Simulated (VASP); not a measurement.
## Input and output of a VASP r²SCAN single-point calculation on HgSe (strained zincblende)

INCAR

```
ISMEAR = -1
NSW = 0
ISIF = 2
LREAL = .FALSE.
SIGMA = 0.02
NELM = 120
PREC = Accurate
ENCUT = 520
NBANDS = 16
METAGGA = R2SCAN
EDIFF = 1E-7
IBRION = -1
LWAVE = .FALSE.
ALGO = Normal
LASPH = .TRUE.
LCHARG = .FALSE.
```

KPOINTS

```
KPOINTS created by Atomic Simulation Environment
0
Gamma
8 8 8
0 0 0
```

KPOINTS_OPT

```
special points
6
Reciprocal
0.0000000000 0.0000000000 0.0000000000 1
-0.5000000000 -0.5000000000 0.0000000000 1
-0.3750000000 -0.3750000000 0.2500000000 1
-0.3750000000 0.0000000000 0.3750000000 1
0.0000000000 0.0000000000 0.5000000000 1
-0.5000000000 -0.2500000000 0.2500000000 1
```

POSCAR

```
Hg Se
 1.0000000000000000
     0.0000000000000000    3.2163717009999999    3.2163717009999999
     3.2163717009999999    0.0000000000000000    3.2163717009999999
     3.2163717009999999    3.2163717009999999    0.0000000000000000
 Hg  Se
   1   1
Cartesian
  0.0000000000000000  0.0000000000000000  0.0000000000000000
  1.6081858505000000  1.6081858505000000  1.6081858505000000
```

VASP ran with the recommended PBE PAW datasets (18 valence electrons in the cell).

Command

```
mpirun -np 1 vasp_std
```

OSZICAR

```
N       E                     dE             d eps       ncg     rms          rms(c)
DAV:   1     0.498582367440E+02    0.49858E+02   -0.84226E+03   928   0.100E+03
DAV:   2    -0.649732357139E+02   -0.11483E+03   -0.10655E+03  1056   0.240E+02
DAV:   3    -0.694942185939E+02   -0.45210E+01   -0.45068E+01  1136   0.494E+01
DAV:   4    -0.695131347849E+02   -0.18916E-01   -0.18914E-01  1120   0.328E+00
DAV:   5    -0.695132338298E+02   -0.99045E-04   -0.99045E-04  1208   0.214E-01    0.506E+00
DAV:   6    -0.640377369261E+02    0.54755E+01   -0.29531E+00   992   0.225E+01    0.770E+00
DAV:   7    -0.640314752415E+02    0.62617E-02   -0.18416E-01  1080   0.410E+00    0.488E+00
DAV:   8    -0.640399624370E+02   -0.84872E-02   -0.62138E-02  1048   0.274E+00    0.881E-01
DAV:   9    -0.640426018879E+02   -0.26395E-02   -0.74087E-03  1184   0.676E-01    0.309E-01
DAV:  10    -0.640423869482E+02    0.21494E-03   -0.12101E-03  1064   0.343E-01    0.956E-02
DAV:  11    -0.640424102951E+02   -0.23347E-04   -0.29344E-04  1192   0.139E-01    0.399E-02
DAV:  12    -0.640424095621E+02    0.73296E-06   -0.27583E-05  1192   0.650E-02    0.130E-02
DAV:  13    -0.640424102881E+02   -0.72599E-06   -0.61248E-06  1032   0.210E-02    0.273E-03
DAV:  14    -0.640424102554E+02    0.32658E-07   -0.16312E-07   960   0.454E-03
   1 F= -.64042410E+02 E0= -.64042328E+02  d E =-.163917E-03
       N       E                     dE             ncg
DAV:   1     0.941274571431E+03   -0.27240E+04      192
DAV:   2     0.280319815337E+03   -0.66095E+03      240
DAV:   3     0.256303678141E+03   -0.24016E+02      224
DAV:   4     0.256209855729E+03   -0.93822E-01      288
DAV:   5     0.256209297147E+03   -0.55858E-03      192
DAV:   6     0.256209290507E+03   -0.66391E-05      288
DAV:   7     0.256209290402E+03   -0.10507E-06      208
DAV:   8     0.256209290401E+03   -0.15777E-08      240
```

From OUTCAR

```
k-points           NKPTS =     29   k-points in BZ     NKDIM =     29   number of bands    NBANDS=     16

   NELECT =      18.0000    total number of electrons

   dimension x,y,z NGX =    36 NGY =   36 NGZ =   36
   dimension x,y,z NGXF=    72 NGYF=   72 NGZF=   72

  energy-cutoff  :      520.00
  volume of cell :       66.55
      direct lattice vectors                 reciprocal lattice vectors
     0.000000000  3.216371701  3.216371701    -0.155454670  0.155454670  0.155454670
     3.216371701  0.000000000  3.216371701     0.155454670 -0.155454670  0.155454670
     3.216371701  3.216371701  0.000000000     0.155454670  0.155454670 -0.155454670

 k-points in reciprocal lattice and weights: KPOINTS created by Atomic Simulation Env
   0.00000000  0.00000000  0.00000000       0.002
   0.12500000  0.00000000  0.00000000       0.016
   0.25000000  0.00000000  0.00000000       0.016
   0.37500000  0.00000000  0.00000000       0.016
   0.50000000  0.00000000  0.00000000       0.008
   0.12500000  0.12500000  0.00000000       0.012
   0.25000000  0.12500000  0.00000000       0.047
   0.37500000  0.12500000  0.00000000       0.047
   ...

 E-fermi :  -0.0037

 k-point     1 :       0.0000    0.0000    0.0000
  band No.  band energies     occupation
      1     -12.8878      2.00000
      2      -6.5574      2.00000
      3      -6.5574      2.00000
      4      -6.5574      2.00000
      5      -6.0370      2.00000
      6      -6.0370      2.00000
      7      -0.8815      2.00000
      8      -0.0184      1.35188
      9      -0.0184      1.35187
     10      -0.0184      1.35187
     11       6.0865      0.00000
     12       6.0865      0.00000
     13       6.0865      0.00000
     14       8.4182      0.00000
     15      11.5546      0.00000
     16      11.5546      0.00000

 k-point     2 :       0.1250    0.0000    0.0000
  band No.  band energies     occupation
      1     -12.8422      2.00000
      2      -6.5356      2.00000
      3      -6.5356      2.00000
      4      -6.5205      2.00000
      5      -6.0380      2.00000
      6      -6.0380      2.00000
      7      -1.7119      2.00000
      8      -0.1314      1.99664
      9      -0.1314      1.99664
     10       0.6245      0.00000
     11       5.6494      0.00000
     12       6.2615      0.00000
     13       6.2615      0.00000
     14       9.4135      0.00000
     15      10.7811      0.00000
     16      10.7811      0.00000

 k-point     3 :       0.2500    0.0000    0.0000
  band No.  band energies     occupation
      1     -12.7296      2.00000
      2      -6.4868      2.00000
      3      -6.4868      2.00000
      4      -6.3778      2.00000
      5      -6.0340      2.00000
      6      -6.0340      2.00000
      7      -2.9016      2.00000
      8      -0.3883      2.00000
      9      -0.3883      2.00000
     10       1.1717      0.00000
     11       5.6372      0.00000
     12       6.5772      0.00000
     13       6.5772      0.00000
     14       9.7657      0.00000
     15      10.4969      0.00000
     16      10.4969      0.00000

 k-point     4 :       0.3750    0.0000    0.0000
  band No.  band energies     occupation
      1     -12.6136      2.00000
      2      -6.4459      2.00000
      3      -6.4459      2.00000
      4      -6.0820      2.00000
      5      -6.0182      2.00000
      6      -6.0182      2.00000
      7      -3.9851      2.00000
      8      -0.6284      2.00000
      9      -0.6284      2.00000
     10       1.3101      0.00000
     11       6.3864      0.00000
     12       6.7076      0.00000
     13       6.7076      0.00000
     14       9.4418      0.00000
     15      11.1487      0.00000
     16      11.1487      0.00000

 k-point     5 :       0.5000    0.0000    0.0000
  band No.  band energies     occupation
      1     -12.5645      2.00000
      2      -6.4321      2.00000
      3      -6.4321      2.00000
      4      -6.0073      2.00000
      5      -6.0073      2.00000
      6      -5.8227      2.00000
      7      -4.5373      2.00000
      8      -0.7242      2.00000
      9      -0.7242      2.00000
     10       1.3119      0.00000
     11       6.7106      0.00000
     12       6.7106      0.00000
     13       6.9044      0.00000
     14       9.4365      0.00000
     15      12.0357      0.00000
     16      12.0357      0.00000

 k-point     6 :       0.1250    0.1250    0.0000
  band No.  band energies     occupation
      1     -12.8269      2.00000
      2      -6.5367      2.00000
      3      -6.5141      2.00000
      4      -6.5141      2.00000
      5      -6.0509      2.00000
      6      -6.0265      2.00000
      7      -1.8051      2.00000
      8      -0.3097      2.00000
      9      -0.3097      2.00000
     10       0.9723      0.00000
     11       5.2295      0.00000
     12       6.4963      0.00000
     13       6.4963      0.00000
     14       9.5737      0.00000
     15       9.9023      0.00000
     16      11.6364      0.00000

 k-point     7 :       0.2500    0.1250    0.0000
  band No.  band energies     occupation
      1     -12.7366      2.00000
      2      -6.4959      2.00000
      3      -6.4618      2.00000
      4      -6.4218      2.00000
      5      -6.0563      2.00000
      6      -6.0165      2.00000
      7      -2.6605      2.00000
      8      -0.6012      2.00000
      9      -0.5930      2.00000
     10       1.5748      0.00000
     11       4.9694      0.00000
     12       6.7398      0.00000
     13       6.9089      0.00000
     14       9.2139      0.00000
     15      10.8543      0.00000
     16      11.3567      0.00000

 k-point     8 :       0.3750    0.1250    0.0000
  band No.  band energies     occupation
      1     -12.6212      2.00000
      2      -6.4478      2.00000
      3      -6.4156      2.00000
      4      -6.2024      2.00000
      5      -6.0239      2.00000
      6      -6.0048      2.00000
      7      -3.6776      2.00000
      8      -0.9475      2.00000
      9      -0.8316      2.00000
     10       1.8721      0.00000
     11       5.4865      0.00000
     12       6.7042      0.00000
     13       7.1056      0.00000
     14       9.7036      0.00000
     15      10.8650      0.00000
     16      11.6949      0.00000

 k-point     9 :       0.5000    0.1250    0.0000
  band No.  band energies     occupation
      1     -12.5493      2.00000
      2      -6.4206      2.00000
      3      -6.3998      2.00000
      4      -6.0470      2.00000
      5      -6.0044      2.00000
      6      -5.8316      2.00000
      7      -4.4187      2.00000
      8      -1.2246      2.00000
      9      -0.8826      2.00000
     10       1.9166      0.00000
     11       6.0441      0.00000
     12       6.9234      0.00000
     13       7.0403      0.00000
     14      10.0610      0.00000
     15      11.2002      0.00000
     16      12.1096      0.00000

 k-point    10 :      -0.3750    0.1250    0.0000
  band No.  band energies     occupation
      1     -12.5657      2.00000
      2      -6.4173      2.00000
      3      -6.4154      2.00000
      4      -6.0396      2.00000
      5      -6.0264      2.00000
      6      -5.9129      2.00000
      7      -4.2366      2.00000
      8      -1.2928      2.00000
      9      -0.7286      2.00000
     10       1.8972      0.00000
     11       6.2445      0.00000
     12       6.6163      0.00000
     13       6.9157      0.00000
     14      10.2938      0.00000
     15      10.8662      0.00000
     16      11.6860      0.00000

 k-point    11 :      -0.2500    0.1250    0.0000
  band No.  band energies     occupation
      1     -12.6599      2.00000
      2      -6.4591      2.00000
      3      -6.4399      2.00000
      4      -6.2744      2.00000
      5      -6.0485      2.00000
      6      -6.0060      2.00000
      7      -3.3561      2.00000
      8      -1.0902      2.00000
      9      -0.4466      2.00000
     10       1.7496      0.00000
     11       5.6614      0.00000
     12       6.5332      0.00000
     13       6.7228      0.00000
     14       9.9747      0.00000
     15      10.4696      0.00000
     16      11.4917      0.00000

 k-point    12 :      -0.1250    0.1250    0.0000
  band No.  band energies     occupation
      1     -12.7741      2.00000
      2      -6.5112      2.00000
      3      -6.4887      2.00000
      4      -6.4580      2.00000
      5      -6.0497      2.00000
      6      -6.0252      2.00000
      7      -2.3873      2.00000
      8      -0.6259      2.00000
      9      -0.1923      1.99984
     10       1.2396      0.00000
     11       5.3556      0.00000
     12       6.4067      0.00000
     13       6.5891      0.00000
     14      10.0003      0.00000
     15      10.4520      0.00000
     16      10.5053      0.00000

 ...

  Total       -1.7840709     -1.7840709     -1.7840709      0.0000000      0.0000000      0.0000000
  in kB      -42.9530497    -42.9530497    -42.9530497      0.0000000      0.0000000      0.0000000
  external PRESSURE =     -42.9530497 kB  Pullay stress =       0.0000000 kB

 POSITION                                       TOTAL-FORCE (eV/Angst)
 -----------------------------------------------------------------------------------
      0.00000      0.00000      0.00000         0.000000      0.000000      0.000000
      1.60819      1.60819      1.60819        -0.000000     -0.000000     -0.000000
 -----------------------------------------------------------------------------------
    total drift:                               -0.000000     -0.000000     -0.000000

  FREE ENERGIE OF THE ION-ELECTRON SYSTEM (eV)
  ---------------------------------------------------
  free  energy   TOTEN  =       -64.0424102554 eV

  energy  without entropy=      -64.0422463380  energy(sigma->0) =      -64.04232830
```

| Property | Result |
| --- | --- |
| gap between bands v and c | 0.00 eV |
| least direct gap | 0.00 eV |
| pressure | -4.3 GPa |

Band v is the last that the valence electrons fill when counted band by band, and c is the next.

The run took about 81 s on one core of a shared host (Intel Xeon Platinum 8488C) and held 0.22 GiB at most.
